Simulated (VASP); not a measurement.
# FeSi2 (Linzhiite) (P4/mmm) in VASP: notebook

One crystal, FeSi2 (Linzhiite), is run at these levels: PBEsol, r2SCAN; tasks: electric field gradients.

All numbers are computed with VASP 6.6.1; they aren't measurements. Logs are shortened: lines on timing, memory, paths and dates and some standing lists are left out, and cuts for length are marked.

## (1) Starting point

It takes space group P4/mmm (No. 123, tetragonal). The conventional cell has a = 2.684 Å, b = 2.684 Å, c = 5.128 Å, α = 90.00°, β = 90.00°, γ = 90.00°. Fe (site symmetry 4/mmm) has 8 Si at 2.35 Å and 4 Fe at 2.68 Å as nearest neighbours. Si (site symmetry 4mm) has 4 Fe at 2.35 Å and 5 Si at 2.36 to 2.68 Å as nearest neighbours.

## (2) Electric field gradients, PBEsol, collinear spin, ferromagnetic start

Contents of INCAR:

```
PREC = Accurate
ENCUT = 500
EDIFF = 1E-7
ISMEAR = -1
SIGMA = 0.05
LREAL = F
LASPH = T
NELM = 150
ALGO = Fast
ISIF = 2
LWAVE = F
LCHARG = F
ISPIN = 2
MAGMOM = 2.5 0 0
LORBIT = 11
LMAXMIX = 4
GGA = PS
LEFG = T
```

Contents of KPOINTS:

```
regular mesh
0
Gamma
  12 12 7
```

Contents of POSCAR:

```
FeSi2
1.0
    2.6840000000      0.0000000000      0.0000000000
    0.0000000000      2.6840000000      0.0000000000
    0.0000000000      0.0000000000      5.1280000000
Fe Si
1 2
Direct
    0.0000000000      0.0000000000      0.0000000000
    0.5000000000      0.5000000000      0.2700000000
    0.5000000000      0.5000000000      0.7300000000
```

Potentials or basis: VASP PAW PBE potentials, release 64 (Fe, Si).

On the command line:

```bash
cat potpaw_PBE.64/Fe/POTCAR potpaw_PBE.64/Si/POTCAR > POTCAR
mpirun -np 1 vasp_std > vasp.out
```

OUTCAR:

```text
PREC = Accurate
   ENCUT = 500
   EDIFF = 1E-7
   ISMEAR = -1
   LREAL = F
   LASPH = T
   NELM = 150
   ISIF = 2
   ISPIN = 2
   LORBIT = 11
   GGA = PS

 ion  position               nearest neighbor table
   1  0.000  0.000  0.000-   2 2.35   3 2.35   2 2.35   3 2.35   2 2.35   3 2.35   2 2.35   3 2.35

   2  0.500  0.500  0.270-   1 2.35   1 2.35   1 2.35   1 2.35   3 2.36   3 2.77
   3  0.500  0.500  0.730-   1 2.35   1 2.35   1 2.35   1 2.35   2 2.36   2 2.77

  LATTYP: Found a simple tetragonal cell.
 ALAT       =     2.6840000000
 C/A-ratio  =     1.9105812221

  Lattice vectors:

 A1 = (   2.6840000000,   0.0000000000,   0.0000000000)
 A2 = (   0.0000000000,   2.6840000000,   0.0000000000)
 A3 = (   0.0000000000,   0.0000000000,   5.1280000000)

Analysis of symmetry for initial positions (statically):
=====================================================================
 Subroutine PRICEL returns:
 Original cell was already a primitive cell.

 Routine SETGRP: Setting up the symmetry group for a
 simple tetragonal supercell.

 Subroutine GETGRP returns: Found 16 space group operations
 (whereof 16 operations were pure point group operations)
 out of a pool of 16 trial point group operations.

The static configuration has the point symmetry D_4h.

Analysis of symmetry for dynamics (positions and initial velocities):
=====================================================================
 Subroutine PRICEL returns:
 Original cell was already a primitive cell.

 Routine SETGRP: Setting up the symmetry group for a
 simple tetragonal supercell.

 Subroutine GETGRP returns: Found 16 space group operations
 (whereof 16 operations were pure point group operations)
 out of a pool of 16 trial point group operations.

The dynamic configuration has the point symmetry D_4h.

Analysis of structural, dynamic, and magnetic symmetry:
=====================================================================
 Subroutine PRICEL returns:
 Original cell was already a primitive cell.

 Routine SETGRP: Setting up the symmetry group for a
 simple tetragonal supercell.

 Subroutine GETGRP returns: Found 16 space group operations
 (whereof 16 operations were pure point group operations)
 out of a pool of 16 trial point group operations.

The overall configuration has the point symmetry D_4h.

 Subroutine INISYM returns: Found 16 space group operations
 (whereof 16 operations are pure point group operations),
 and found     1 'primitive' translations

----------------------------------------------------------------------------------------

                                     Primitive cell

  volume of cell :      36.9414

  direct lattice vectors                    reciprocal lattice vectors
     2.684000000  0.000000000  0.000000000     0.372578241  0.000000000  0.000000000
     0.000000000  2.684000000  0.000000000     0.000000000  0.372578241  0.000000000
     0.000000000  0.000000000  5.128000000     0.000000000  0.000000000  0.195007800

  length of vectors
     2.684000000  2.684000000  5.128000000     0.372578241  0.372578241  0.195007800

  position of ions in fractional coordinates (direct lattice)
     0.000000000  0.000000000  0.000000000
     0.500000000  0.500000000  0.270000000
     0.500000000  0.500000000  0.730000000

  ion indices of the primitive-cell ions
   primitive index   ion index
                 1           1
                 2           2
                 3           3

----------------------------------------------------------------------------------------

 KPOINTS: regular mesh

Automatic generation of k-mesh.
 Grid dimensions read from file:
 generate k-points for:   12   12    7

 Generating k-lattice:

[... 91 lines left out ...]
   LRPA    =     F    only Hartree local field effects (RPA)
 spin polarized calculation
 RMM-DIIS sequential band-by-band and
  energy-cutoff  :      500.00
  volume of cell :       36.94
 maximum number of plane-waves:       954
 NGX is ok and might be reduce to    20
   NGX =  9   NGY =  9   NGZ = 19

 number of electron      16.0000000 magnetization       0.0005707

 Free energy of the ion-electron system (eV)
  ---------------------------------------------------
  ext. energy  EPLUGINS =         0.00000000
  ---------------------------------------------------
  free energy    TOTEN  =       -21.95116209 eV

  energy without entropy =      -21.94114514  energy(sigma->0) =      -21.94615362

 E-fermi :   9.9152     XC(G=0): -12.0759

 val. band max:        9.9057454776   @ k =   0.5000   0.4167   0.2857
 cond. band min:       9.9317015262   @ k =   0.4167   0.4167   0.2857
 fundamental gap:      0.0259560486
 Fermi energy:         9.9151754637

 spin component 1

 k-point     1 :       0.0000    0.0000    0.0000
  band No.  band energies     occupation
      1      -4.0361      1.00000
      2       0.7231      1.00000
      3       1.9428      1.00000
      4       6.3018      1.00000
      5       8.2676      1.00000
      6       8.3969      1.00000
      7       8.3969      1.00000
      8       9.2654      1.00000
      9      14.5004      0.00000
     10      14.5004      0.00000
     11      16.3838      0.00000
     12      17.1008      0.00000
     13      18.0014      0.00000
[... 356 lines left out ...]
      2       4.1530      1.00000
      3       4.3639      1.00000
      4       5.4102      1.00000
      5       5.6370      1.00000
      6       7.3857      1.00000
      7       8.1933      1.00000
      8       9.7862      0.92950
      9      10.4341      0.00003
     10      11.8029      0.00000
     11      11.8590      0.00000
     12      13.4822      0.00000
     13      14.0285      0.00000

 [... further k-points ...]

 spin component 2

 k-point     1 :       0.0000    0.0000    0.0000
  band No.  band energies     occupation
      1      -4.0361      1.00000
      2       0.7230      1.00000
      3       1.9428      1.00000
      4       6.3027      1.00000
      5       8.2681      1.00000
      6       8.3973      1.00000
      7       8.3973      1.00000
      8       9.2659      1.00000
      9      14.5003      0.00000
     10      14.5003      0.00000
     11      16.3838      0.00000
     12      17.1001      0.00000
     13      18.0822      0.00000
[... 356 lines left out ...]
      2       4.1531      1.00000
      3       4.3640      1.00000
      4       5.4102      1.00000
      5       5.6371      1.00000
      6       7.3857      1.00000
      7       8.1938      1.00000
      8       9.7872      0.92816
      9      10.4344      0.00003
     10      11.8030      0.00000
     11      11.8593      0.00000
     12      13.4824      0.00000
     13      14.0306      0.00000

 [... further k-points ...]

------------------------ aborting loop because EDIFF is reached ----------------------------------------

  FORCE on cell =-STRESS in cart. coord.  units (eV):
  Direction    XX          YY          ZZ          XY          YZ          ZX
  --------------------------------------------------------------------------------------
  -------------------------------------------------------------------------------------
  Total       -0.1619609     -0.1619609     -0.4753026      0.0000000      0.0000000      0.0000000
  in kB       -7.0243743     -7.0243743    -20.6142604      0.0000000      0.0000000      0.0000000
  external PRESSURE =     -11.5543364 kB  Pullay stress =       0.0000000 kB

 VOLUME and BASIS-vectors are now :
 -----------------------------------------------------------------------------
  energy-cutoff  :      500.00
  volume of cell :       36.94
      direct lattice vectors                 reciprocal lattice vectors
     2.684000000  0.000000000  0.000000000     0.372578241  0.000000000  0.000000000
     0.000000000  2.684000000  0.000000000     0.000000000  0.372578241  0.000000000
     0.000000000  0.000000000  5.128000000     0.000000000  0.000000000  0.195007800

 POSITION                                       TOTAL-FORCE (eV/Angst)
 -----------------------------------------------------------------------------------
      0.00000      0.00000      0.00000         0.000000      0.000000      0.000000
      1.34200      1.34200      1.38456         0.000000     -0.000000      0.279029
      1.34200      1.34200      3.74344        -0.000000      0.000000     -0.279029
 -----------------------------------------------------------------------------------
    total drift:                                0.000000      0.000000      0.000000

  FREE ENERGIE OF THE ION-ELECTRON SYSTEM (eV)
  ---------------------------------------------------
  free  energy   TOTEN  =       -21.9511620924 eV

  energy  without entropy=      -21.9411451376  energy(sigma->0) =      -21.94615362

 Electric field gradients (V/A^2)
---------------------------------------------------------------------
 ion       V_xx      V_yy      V_zz      V_xy      V_xz      V_yz
---------------------------------------------------------------------
   1      20.659    20.659   -41.319    -0.000     0.000    -0.000
   2      13.535    13.535   -27.070    -0.000    -0.000    -0.000
   3      13.535    13.535   -27.070    -0.000    -0.000    -0.000
---------------------------------------------------------------------

 Electric field gradients after diagonalization (V/A^2)
 (convention: |V_zz| > |V_xx| > |V_yy|)
----------------------------------------------------------------------
 ion       V_xx      V_yy      V_zz     asymmetry (V_yy - V_xx)/ V_zz
----------------------------------------------------------------------
   1      20.659    20.659   -41.319       0.000
   2      13.535    13.535   -27.070       0.000
   3      13.535    13.535   -27.070       0.000
----------------------------------------------------------------------

           NMR quadrupolar parameters

 Cq : quadrupolar parameter    Cq=e*Q*V_zz/h
 eta: asymmetry parameters     (V_yy - V_xx)/ V_zz
 Q  : nuclear electric quadrupole moment in mb (millibarn)
----------------------------------------------------------------------
 ion       Cq(MHz)       eta       Q (mb)
----------------------------------------------------------------------
   1      -0.100       0.000       1.000
   2      -0.065       0.000       1.000
   3      -0.065       0.000       1.000
----------------------------------------------------------------------

 total charge

# of ion       s       p       d       tot
------------------------------------------
    1        0.468   0.706   6.707   7.881
    2        0.733   0.892   0.000   1.625
    3        0.733   0.892   0.000   1.625
--------------------------------------------------
tot          1.934   2.490   6.707  11.132

 magnetization (x)

# of ion       s       p       d       tot
------------------------------------------
    1       -0.000  -0.000   0.001   0.001
    2       -0.000  -0.000   0.000  -0.000
    3       -0.000  -0.000   0.000  -0.000
--------------------------------------------------
tot         -0.000  -0.000   0.001   0.001
```

Wall time 63 s (1 thread of Intel Xeon Platinum 8559C (Emerald Rapids), shared host); peak memory 0.21 GiB.

What came out:

```
Free energy                                           : -21.9512 eV
Pressure                                              : -1.2 GPa
Largest force                                         : 0.279 eV/Å
Band gap on the k mesh                                : none (metal or under the smearing width)
Net moment                                            : 0.00 μB per cell
Valence electrons inside the program's atomic spheres : Fe 7.88; Si 1.62
```

Forces in eV/Å, atoms in the order of the input:
```
Fe   0.000  0.000  0.000
Si   0.000  0.000  0.279
Si   0.000  0.000 -0.279
```

Electric field gradients, principal values (V/Å²):
```tsv
atom	Vxx	Vyy	Vzz
1 Fe	20.659	20.659	-41.319
2 Si	13.535	13.535	-27.070
3 Si	13.535	13.535	-27.070
```

Caveat: the starting moments collapsed, and a magnetic state may lie lower; the PAW data sets were made with another functional, which shifts forces and pressure a little.

## (3) Electric field gradients, PBEsol, collinear spin, ferromagnetic start

Changes to INCAR since step 2:

```diff
@@ -1,3 +1,3 @@
 PREC = Accurate
-ENCUT = 500
+ENCUT = 600
 EDIFF = 1E-7
```

KPOINTS is that of step 2.

POSCAR is that of step 2.

Potentials or basis: VASP PAW PBE potentials, release 64 (Fe_sv, Si).

On the command line:

```bash
cat potpaw_PBE.64/Fe_sv/POTCAR potpaw_PBE.64/Si/POTCAR > POTCAR
mpirun -np 1 vasp_std > vasp.out
```

OUTCAR:

```text
PREC = Accurate
   ENCUT = 600
   EDIFF = 1E-7
   ISMEAR = -1
   LREAL = F
   LASPH = T
   NELM = 150
   ISIF = 2
   ISPIN = 2
   LORBIT = 11
   GGA = PS

 ion  position               nearest neighbor table
   1  0.000  0.000  0.000-   2 2.35   3 2.35   2 2.35   3 2.35   2 2.35   3 2.35   2 2.35   3 2.35

   2  0.500  0.500  0.270-   1 2.35   1 2.35   1 2.35   1 2.35   3 2.36   3 2.77
   3  0.500  0.500  0.730-   1 2.35   1 2.35   1 2.35   1 2.35   2 2.36   2 2.77

  LATTYP: Found a simple tetragonal cell.
 ALAT       =     2.6840000000
 C/A-ratio  =     1.9105812221

  Lattice vectors:

 A1 = (   2.6840000000,   0.0000000000,   0.0000000000)
 A2 = (   0.0000000000,   2.6840000000,   0.0000000000)
 A3 = (   0.0000000000,   0.0000000000,   5.1280000000)

Analysis of symmetry for initial positions (statically):
=====================================================================
 Subroutine PRICEL returns:
 Original cell was already a primitive cell.

 Routine SETGRP: Setting up the symmetry group for a
 simple tetragonal supercell.

 Subroutine GETGRP returns: Found 16 space group operations
 (whereof 16 operations were pure point group operations)
 out of a pool of 16 trial point group operations.

The static configuration has the point symmetry D_4h.

Analysis of symmetry for dynamics (positions and initial velocities):
=====================================================================
 Subroutine PRICEL returns:
 Original cell was already a primitive cell.

 Routine SETGRP: Setting up the symmetry group for a
[... 1153 lines left out ...]
  Total       -0.5013848     -0.5013848     -0.7939696      0.0000000      0.0000000      0.0000000
  in kB      -21.7454669    -21.7454669    -34.4351057      0.0000000      0.0000000      0.0000000
  external PRESSURE =     -25.9753465 kB  Pullay stress =       0.0000000 kB

 VOLUME and BASIS-vectors are now :
 -----------------------------------------------------------------------------
  energy-cutoff  :      600.00
  volume of cell :       36.94
      direct lattice vectors                 reciprocal lattice vectors
     2.684000000  0.000000000  0.000000000     0.372578241  0.000000000  0.000000000
     0.000000000  2.684000000  0.000000000     0.000000000  0.372578241  0.000000000
     0.000000000  0.000000000  5.128000000     0.000000000  0.000000000  0.195007800

 POSITION                                       TOTAL-FORCE (eV/Angst)
 -----------------------------------------------------------------------------------
      0.00000      0.00000      0.00000         0.000000     -0.000000      0.000000
      1.34200      1.34200      1.38456        -0.000000      0.000000      0.237392
      1.34200      1.34200      3.74344         0.000000     -0.000000     -0.237392
 -----------------------------------------------------------------------------------
    total drift:                               -0.000000      0.000000     -0.000000

  FREE ENERGIE OF THE ION-ELECTRON SYSTEM (eV)
  ---------------------------------------------------
  free  energy   TOTEN  =       -22.0628233638 eV

  energy  without entropy=      -22.0528594599  energy(sigma->0) =      -22.05784141

 Electric field gradients (V/A^2)
---------------------------------------------------------------------
 ion       V_xx      V_yy      V_zz      V_xy      V_xz      V_yz
---------------------------------------------------------------------
   1      21.392    21.392   -42.784     0.000     0.000     0.000
   2      13.500    13.500   -27.000    -0.000    -0.000     0.000
   3      13.500    13.500   -27.000    -0.000    -0.000    -0.000
---------------------------------------------------------------------

 Electric field gradients after diagonalization (V/A^2)
 (convention: |V_zz| > |V_xx| > |V_yy|)
----------------------------------------------------------------------
 ion       V_xx      V_yy      V_zz     asymmetry (V_yy - V_xx)/ V_zz
----------------------------------------------------------------------
   1      21.392    21.392   -42.784       0.000
   2      13.500    13.500   -27.000       0.000
   3      13.500    13.500   -27.000       0.000
----------------------------------------------------------------------

           NMR quadrupolar parameters

 Cq : quadrupolar parameter    Cq=e*Q*V_zz/h
 eta: asymmetry parameters     (V_yy - V_xx)/ V_zz
 Q  : nuclear electric quadrupole moment in mb (millibarn)
----------------------------------------------------------------------
 ion       Cq(MHz)       eta       Q (mb)
----------------------------------------------------------------------
   1      -0.103       0.000       1.000
   2      -0.065       0.000       1.000
   3      -0.065       0.000       1.000
----------------------------------------------------------------------

 total charge

# of ion       s       p       d       tot
------------------------------------------
    1        2.170   6.056   5.743  13.969
    2        0.733   0.893   0.000   1.625
    3        0.733   0.893   0.000   1.625
--------------------------------------------------
tot          3.635   7.842   5.743  17.219

 magnetization (x)

# of ion       s       p       d       tot
------------------------------------------
    1       -0.000  -0.000   0.000   0.000
    2       -0.000  -0.000   0.000  -0.000
    3       -0.000  -0.000   0.000  -0.000
--------------------------------------------------
tot         -0.000  -0.000   0.000   0.000
```

OSZICAR:

```text
N       E                     dE             d eps       ncg     rms          rms(c)
DAV:   1     0.251637299669E+03    0.25164E+03   -0.13571E+04  8129   0.171E+03
DAV:   2    -0.730534960053E+01   -0.25894E+03   -0.25384E+03  7646   0.540E+02
DAV:   3    -0.228712569390E+02   -0.15566E+02   -0.15343E+02 11078   0.133E+02
[... 21 lines left out ...]
RMM:  25    -0.220628221702E+02   -0.48265E-06   -0.54633E-06  7802   0.821E-03    0.373E-04
RMM:  26    -0.220628228482E+02   -0.67796E-06   -0.70586E-06  7650   0.662E-03    0.348E-04
RMM:  27    -0.220628230234E+02   -0.17519E-06   -0.20973E-06  7546   0.593E-03    0.174E-04
RMM:  28    -0.220628232946E+02   -0.27122E-06   -0.28538E-06  7264   0.520E-03    0.159E-04
RMM:  29    -0.220628233638E+02   -0.69165E-07   -0.82814E-07  6850   0.430E-03
   1 F= -.22062823E+02 E0= -.22057841E+02  d E =-.996390E-02  mag=     0.0002
```

stdout:

```text
POSCAR found type information on POSCAR FeSi
 POSCAR found :  2 types and       3 ions
 scaLAPACK will be used
 -----------------------------------------------------------------------------
|                                                                             |
|                                                                             |
|     You enforced a specific xc type in the INCAR file but a different       |
|     I HOPE YOU KNOW WHAT YOU ARE DOING!                                     |
|                                                                             |
 -----------------------------------------------------------------------------

 LDA part: xc-table for (Slater+PW92), standard interpolation
 POSCAR, INCAR and KPOINTS ok, starting setup
 FFT: planning ... GRIDC
 FFT: planning ... GRID_SOFT
 FFT: planning ... GRID
 WAVECAR not read
 entering main loop
ion   1

ion   2

ion   3
```

Wall time 2.6 min (1 thread of Intel Xeon Platinum 8559C (Emerald Rapids), shared host); peak memory 0.27 GiB.

Results:

```yaml
Free_energy: -22.0628 eV
Pressure: -2.6 GPa
Largest_force: 0.237 eV/Å
Band_gap_on_the_k_mesh: none (metal or under the smearing width)
Net_moment: 0.00 μB per cell
Valence_electrons_inside_the_program's_atomic_spheres: Fe 13.97; Si 1.62
```

Forces on the atoms (eV/Å):
```
Fe   0.000  0.000  0.000
Si   0.000  0.000  0.237
Si   0.000  0.000 -0.237
```

Electric field gradients, principal values (V/Å²):
```csv
atom,Vxx,Vyy,Vzz
1 Fe,21.392,21.392,-42.784
2 Si,13.500,13.500,-27.000
3 Si,13.500,13.500,-27.000
```

Caveat: the starting moments collapsed, and a magnetic state may lie lower; the PAW data sets were made with another functional, which shifts forces and pressure a little.

(Part 1 of 2 ends here.)
